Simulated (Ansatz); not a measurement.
## TiSi2: a jump of H

All numbers below come from Ansatz, DFT PBE, scalar-relativistic, plane waves, PAW. (420 eV cutoff, 4×4×4 k-mesh, Gaussian smearing of 0.10 eV, no spin polarisation)

Host crystal, relaxed:

```yaml
crystal:
  lattice:
    - [1.77380, -6.78034, 0.00000]
    - [1.77380, 6.78034, 0.00000]
    - [0.00000, 0.00000, 3.57922]
  atoms:
    - { symbol: Ti, position: [0.89682, 0.10318, 0.75000] }
    - { symbol: Ti, position: [0.10318, 0.89682, 0.25000] }
    - { symbol: Si, position: [0.55915, 0.44085, 0.75000] }
    - { symbol: Si, position: [0.44085, 0.55915, 0.25000] }
    - { symbol: Si, position: [0.24983, 0.75017, 0.75000] }
    - { symbol: Si, position: [0.75017, 0.24983, 0.25000] }
```

In a supercell of 24 host sites, interstitial H hops to an equivalent place, moving 2.14 Å between the relaxed ends. Climbing-image nudged elastic band at fixed cell with images 0 (start) to 6 (end), the path measured over all atoms, converged to 0.05 eV/Å; the order of the saddle wasn't checked, and the small cell leaves errors of about a tenth of an eV. Zero-point motion and tunnelling, which matter for H, are left out. At the top the atom squeezes straight between two others, where symmetry can hold a band on a ridge, so a bent path, such as one by way of a neighbouring hole, may have a much lower barrier.

Supercell rows in host cell vectors: 0 0 -2; 0 -1 -1; -2 -2 -1. H was set at (0.031, 0.969, 0.688) of the host cell.

At the relaxed start H has 2 Si at 1.87 Å, 2 Ti at 1.95 Å, 1 Ti at 2.02 Å.

How high is the barrier, and where does the atom pass?

0.44 eV at image 3, where H has 2 Ti at 1.72 Å, 4 Si at 2.18 Å, 2 Ti at 3.03 Å.

Cost: 1 run of about 46 core-minutes, on Arm Neoverse V1 (shared hosts).